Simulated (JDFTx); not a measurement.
# MnS (Fm-3m) in JDFTx: single point with PBEsol

Aim: the single point of MnS with PBEsol.

All numbers are computed with JDFTx 1.7.0 (patched build); they aren't measurements. Logs are shortened: lines on timing, memory, paths and dates and some standing lists are left out, and cuts for length are marked. The log counts tension as positive stress, the text compression.

## (1) The crystal as given

Symmetry: Fm-3m, No. 225, cubic system. Conventional cell: a = 5.209 Å, b = 5.209 Å, c = 5.209 Å, α = 90.00°, β = 90.00°, γ = 90.00°. Around Mn (site symmetry m-3m) lie 6 S at 2.60 Å. S (site symmetry m-3m) has 6 Mn at 2.60 Å as nearest neighbours.

## (2) Single point, PBEsol, collinear spin, ferromagnetic start

File MnS.in:

```
include MnS.lattice
coords-type Lattice
include MnS.ionpos

ion-species pseudo/Mn.upf
ion-species pseudo/S.upf
elec-cutoff 48 384
elec-ex-corr gga-PBEsol
kpoint-folding 9 9 9
elec-smearing Gauss 0.0018374661
elec-n-bands 19
spintype z-spin
initial-magnetic-moments Mn 4
elec-initial-magnetization 4 no
electronic-SCF nIterations 100 energyDiffThreshold 1e-09
electronic-minimize nIterations 30 energyDiffThreshold 1e-7
converge-empty-states yes
forces-output-coords Cartesian

dump-name run.$VAR
dump End Ecomponents EigStats BandEigs Kpoints Forces Stress
```

File MnS.lattice:

```
lattice \
    0.0000000000     4.9217916916     4.9217916916 \
    4.9217916916     0.0000000000     4.9217916916 \
    4.9217916916     4.9217916916     0.0000000000
```

File MnS.ionpos:

```
ion Mn     0.0000000000     0.0000000000     0.0000000000 1
ion S      0.5000000000     0.5000000000     0.5000000000 1
```

Potentials or basis: PseudoDojo-SR-PBEsol-0.4.1-standard with smoothed tails.

Started as:

```sh
jdftx -c 1 -i MnS.in -o MnS.out
```

The program printed:

```text
*************** JDFTx 1.7.0 (patched build) ***************

Input parsed successfully to the following command list (including defaults):
[... the input with its defaults ...]

---------- Setting up symmetries ----------

Found 48 point-group symmetries of the bravais lattice
Found 48 space-group symmetries with basis
Applied RMS atom displacement 0 bohrs to make symmetries exact.

---------- Initializing the Grid ----------
R =
[            0      4.92179      4.92179  ]
[      4.92179            0      4.92179  ]
[      4.92179      4.92179            0  ]
unit cell volume = 238.451
G =
[  -0.638303   0.638303   0.638303  ]
[   0.638303  -0.638303   0.638303  ]
[   0.638303   0.638303  -0.638303  ]
Minimum fftbox size, Smin = [  64  64  64  ]
Chosen fftbox size, S = [  64  64  64  ]

---------- Initializing tighter grid for wavefunction operations ----------
R =
[            0      4.92179      4.92179  ]
[      4.92179            0      4.92179  ]
[      4.92179      4.92179            0  ]
unit cell volume = 238.451
G =
[  -0.638303   0.638303   0.638303  ]
[   0.638303  -0.638303   0.638303  ]
[   0.638303   0.638303  -0.638303  ]
Minimum fftbox size, Smin = [  44  44  44  ]
Chosen fftbox size, S = [  48  48  48  ]

---------- Exchange Correlation functional ----------
Initalized PBEsol GGA exchange.
Initalized PBEsol GGA correlation.

---------- Setting up pseudopotentials ----------
Width of ionic core gaussian charges (only for fluid interactions / plotting) set to 0

Reading pseudopotential file 'pseudo/Mn.upf':
  'Mn' pseudopotential, 'PBESOL' functional
  Generated using ONCVPSP code by D. R. Hamann
  15 valence electrons, 4 orbitals, 6 projectors, 1001 radial grid points, with lMax = 2
    3S    l: 0   occupation:  2.0   eigenvalue: -3.147368
    3P    l: 1   occupation:  6.0   eigenvalue: -2.002196
    3D    l: 2   occupation:  5.0   eigenvalue: -0.249683
    4S    l: 0   occupation:  2.0   eigenvalue: -0.188339
  Core radius for overlap checks: 1.55 bohrs.

Reading pseudopotential file 'pseudo/S.upf':
  'S' pseudopotential, 'PBESOL' functional
  Generated using ONCVPSP code by D. R. Hamann
  6 valence electrons, 2 orbitals, 6 projectors, 1001 radial grid points, with lMax = 2
    3S    l: 0   occupation:  2.0   eigenvalue: -0.631879
    3P    l: 1   occupation:  4.0   eigenvalue: -0.256451
  Core radius for overlap checks: 1.58 bohrs.

Initialized 2 species with 2 total atoms.

Folded 1 k-points by 9x9x9 to 729 k-points.

---------- Setting up k-points, bands, fillings ----------
Reduced to 35 k-points under symmetry.
Computing the number of bands and number of electrons
Calculating initial fillings.
nElectrons:  21.000000   nBands: 19   nStates: 70

----- Setting up reduced wavefunction bases (one per k-point) -----
average nbasis = 3788.037 , ideal nbasis = 3787.525

---------- Setting up ewald sum ----------
Optimum gaussian width for ewald sums = 2.235393 bohr.
Real space sum over 1331 unit cells with max indices [  5  5  5  ]
Reciprocal space sum over 2197 terms with max indices [  6  6  6  ]

---------- Allocating electronic variables ----------
Initializing wave functions:  linear combination of atomic orbitals
Note: number of bands (19) exceeds available atomic orbitals (14)
Mn (M=4) pseudo-atom majority spin occupations:   s ( 1 0.5 )  p ( 3 )  d ( 5 )
Mn (M=4) pseudo-atom minority spin occupations:   s ( 1 0 )  p ( 3 )  d ( 1.5 )
S pseudo-atom occupations:   s ( 2 )  p ( 4 )
	FillingsUpdate:  mu: +1.222157957  nElectrons: 21.000000  magneticMoment: [ Abs: 0.15912  Tot: +0.15753 ]
LCAOMinimize: Iter:   0  F: -105.7365081332318226  |grad|_K:  1.852e-02  alpha:  1.000e+00
	FillingsUpdate:  mu: +1.120426965  nElectrons: 21.000000  magneticMoment: [ Abs: 0.41520  Tot: +0.41520 ]
LCAOMinimize: Iter:   1  F: -107.0127121783987150  |grad|_K:  1.718e-02  alpha:  1.381e-01  linmin: -6.868e-02  cgtest:  8.720e-01
LCAOMinimize: 	Wrong curvature in test step, increasing alphaT to 4.143370e-01.
[... 24 lines of inner loops ...]
LCAOMinimize: Iter:  10  F: -114.0906491961671492  |grad|_K:  1.940e-06  alpha:  4.502e-01  linmin:  2.007e-03  cgtest:  8.191e-03
	FillingsUpdate:  mu: +0.398617644  nElectrons: 21.000000  magneticMoment: [ Abs: 4.77378  Tot: +4.77378 ]
LCAOMinimize: Iter:  11  F: -114.0906492300854609  |grad|_K:  1.304e-07  alpha:  7.143e-01  linmin:  9.137e-05  cgtest:  3.091e-03
LCAOMinimize: Converged (|Delta F|<1.000000e-06 for 2 iters).

-------- Electronic minimization -----------
Will mix electronic density at each iteration.
	FillingsUpdate:  mu: +0.398617644  nElectrons: 21.000000  magneticMoment: [ Abs: 4.77378  Tot: +4.77378 ]
	FillingsUpdate:  mu: +0.389331450  nElectrons: 21.000000  magneticMoment: [ Abs: 4.77378  Tot: +4.77378 ]
SCF: Cycle:  0   F: -114.132819760982230   dF: -4.217e-02   |Residual|: 9.026e-02   |deigs|: 1.469e-01
	FillingsUpdate:  mu: +0.378006104  nElectrons: 21.000000  magneticMoment: [ Abs: 4.66745  Tot: +4.66700 ]
SCF: Cycle:  1   F: -114.137426962467146   dF: -4.607e-03   |Residual|: 3.112e-02   |deigs|: 1.575e-02
	FillingsUpdate:  mu: +0.375724625  nElectrons: 21.000000  magneticMoment: [ Abs: 4.68219  Tot: +4.68203 ]
SCF: Cycle:  2   F: -114.138019269817406   dF: -5.923e-04   |Residual|: 9.592e-03   |deigs|: 2.980e-03
	FillingsUpdate:  mu: +0.375415101  nElectrons: 21.000000  magneticMoment: [ Abs: 4.71314  Tot: +4.71308 ]
SCF: Cycle:  3   F: -114.138056238730243   dF: -3.697e-05   |Residual|: 4.042e-03   |deigs|: 9.991e-04
	FillingsUpdate:  mu: +0.375378238  nElectrons: 21.000000  magneticMoment: [ Abs: 4.72385  Tot: +4.72372 ]
SCF: Cycle:  4   F: -114.138058016685008   dF: -1.778e-06   |Residual|: 1.691e-03   |deigs|: 3.340e-04
	FillingsUpdate:  mu: +0.375465142  nElectrons: 21.000000  magneticMoment: [ Abs: 4.72289  Tot: +4.72280 ]
SCF: Cycle:  5   F: -114.138058600916651   dF: -5.842e-07   |Residual|: 5.704e-04   |deigs|: 2.852e-04
	FillingsUpdate:  mu: +0.375500533  nElectrons: 21.000000  magneticMoment: [ Abs: 4.72172  Tot: +4.72162 ]
SCF: Cycle:  6   F: -114.138058733679060   dF: -1.328e-07   |Residual|: 1.607e-04   |deigs|: 1.887e-04
	FillingsUpdate:  mu: +0.375504191  nElectrons: 21.000000  magneticMoment: [ Abs: 4.72183  Tot: +4.72173 ]
SCF: Cycle:  7   F: -114.138058775529217   dF: -4.185e-08   |Residual|: 7.822e-05   |deigs|: 1.014e-03
	FillingsUpdate:  mu: +0.375518847  nElectrons: 21.000000  magneticMoment: [ Abs: 4.72180  Tot: +4.72170 ]
SCF: Cycle:  8   F: -114.138058787813449   dF: -1.228e-08   |Residual|: 2.075e-05   |deigs|: 5.190e-04
	FillingsUpdate:  mu: +0.375519779  nElectrons: 21.000000  magneticMoment: [ Abs: 4.72180  Tot: +4.72170 ]
SCF: Cycle:  9   F: -114.138058792500814   dF: -4.687e-09   |Residual|: 1.274e-05   |deigs|: 2.092e-04
	FillingsUpdate:  mu: +0.375521058  nElectrons: 21.000000  magneticMoment: [ Abs: 4.72180  Tot: +4.72170 ]
SCF: Cycle: 10   F: -114.138058793706165   dF: -1.205e-09   |Residual|: 6.157e-06   |deigs|: 1.572e-04
	FillingsUpdate:  mu: +0.375521880  nElectrons: 21.000000  magneticMoment: [ Abs: 4.72180  Tot: +4.72170 ]
SCF: Cycle: 11   F: -114.138058794198969   dF: -4.928e-10   |Residual|: 1.555e-06   |deigs|: 2.180e-04
	FillingsUpdate:  mu: +0.375521898  nElectrons: 21.000000  magneticMoment: [ Abs: 4.72179  Tot: +4.72170 ]
SCF: Cycle: 12   F: -114.138058794311092   dF: -1.121e-10   |Residual|: 1.465e-06   |deigs|: 9.899e-05
SCF: Converged (|Delta E|<1.000000e-09 for 2 iters).

Setting wave functions to eigenvectors of Hamiltonian
Converging empty states (this may take a while): |deigs|: 1.151e-03

# Stress tensor in Cartesian coordinates [Eh/a0^3]:
[  0.000228569            0            0  ]
[            0  0.000228569            0  ]
[            0            0  0.000228569  ]

# Ionic positions in lattice coordinates:
ion Mn   0.000000000000000   0.000000000000000   0.000000000000000 1
ion S   0.500000000000000   0.500000000000000   0.500000000000000 1

# Forces in Cartesian coordinates:
force Mn   0.000000000000000  -0.000000000000000   0.000000000000000 1
force S   0.000000000000000  -0.000000000000000  -0.000000000000000 1

# Energy components:
   Eewald =      -70.7466410551937770
       EH =       35.9751589524645681
     Eloc =     -110.0768751268986563
      Enl =       -6.1123201314374169
      Exc =      -21.3532170524882225
 Exc_core =        5.6964735086259877
       KE =       52.4795055949358513
-------------------------------------
     Etot =     -114.1379153099916834
       TS =        0.0001434843194143
-------------------------------------
        F =     -114.1380587943110925

IonicMinimize: Iter:   0  F: -114.138058794311092  |grad|_K:  7.775e-42
IonicMinimize: Converged (|grad|_K<1.000000e-04).

#--- Lowdin population analysis ---
# oxidation-state Mn +1.004
# magnetic-moments Mn +4.474
# oxidation-state S -0.847
# magnetic-moments S +0.211

Dumping 'run.eigStats' ...
	eMin: -2.618490 at state 0 ( [ +0.000000 +0.000000 +0.000000 ] spin 1 )
	HOMO: +0.375104 at state 11 ( [ +0.000000 +0.111111 -0.222222 ] spin 1 )
	mu  : +0.375522
	LUMO: +0.375675 at state 17 ( [ +0.000000 +0.222222 -0.333333 ] spin 1 )
	eMax: +0.906987 at state 58 ( [ +0.000000 +0.444444 +0.444444 ] spin -1 )
	HOMO-LUMO gap: +0.000571
	Optical gap  : +0.021025 at state 9 ( [ +0.000000 +0.111111 -0.444444 ] spin 1 )
Done!
```

Run time: 11 min. Hardware: 1 thread of Arm Neoverse N1, shared host; peak memory 0.29 GiB.

Results:

* Free energy: -3105.8548 eV
* Pressure: -6.7 GPa
* Band gap on the k mesh: none (metal or under the smearing width)
* Net moment: 4.72 μB per cell
* Absolute moment: 4.72 μB per cell
* Site moments: Mn +4.47; S +0.21 μB
* Loewdin charges: Mn +1.00; S -0.85 e

Levels at points of the mesh, in eV from the Fermi level:
Spin up:
| k point | band 9 | band 10 | band 11 | band 12 | band 13 | band 14 |
| --- | --- | --- | --- | --- | --- | --- |
| (0.00, 0.00, 0.00) | -3.32 | -3.32 | -1.85 | -1.85 | -1.85 | 1.64 |
Spin down:
| k point | band 6 | band 7 | band 8 | band 9 | band 10 | band 11 |
| --- | --- | --- | --- | --- | --- | --- |
| (0.00, 0.00, 0.00) | -1.60 | -1.60 | -1.60 | 0.35 | 0.35 | 0.35 |

Caveat: the atomic charges don't sum to the cell's charge; a cell with one magnetic atom can't hold antiferromagnetic order, which such compounds often take; semilocal functionals often make such compounds metallic where correlation or magnetic order opens a gap, which also shifts bond lengths.
